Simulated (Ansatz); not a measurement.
# LiCl (Pm-3n) at 2 levels of theory

One geometry, relaxed with PBE; plane waves with PAW potentials in Ansatz, scalar-relativistic. No spin polarisation. Gaps are the least over mesh and band path; pressure is positive in compression.

```
Li Cl
1.0
     6.78227    0.00000    0.00000
     0.00000    6.78227    0.00000
     0.00000    0.00000    6.78227
Li Cl
6 6
Direct
  0.75000 0.50000 0.00000
  0.50000 0.00000 0.75000
  0.00000 0.75000 0.50000
  0.00000 0.25000 0.50000
  0.25000 0.50000 0.00000
  0.50000 0.00000 0.25000
  0.50000 0.75000 0.00000
  0.75000 0.00000 0.50000
  0.00000 0.50000 0.75000
  0.25000 0.00000 0.50000
  0.00000 0.50000 0.25000
  0.50000 0.25000 0.00000
```

```json
{"level": "PBE", "cutoff (eV)": "420", "k mesh": "4×4×4", "gap (eV)": "5.36", "pressure (GPa)": "0.0"}
```

**Question.** What comes out on the same cell with r2SCAN?

**Answer.**
| level | cutoff (eV) | k mesh | gap (eV) | pressure (GPa) |
| --- | --- | --- | --- | --- |
| r2SCAN | 500 | 4×4×4 | 5.94 | -0.4 |

The cell was found from a structure generator's guess, not taken from experiment.
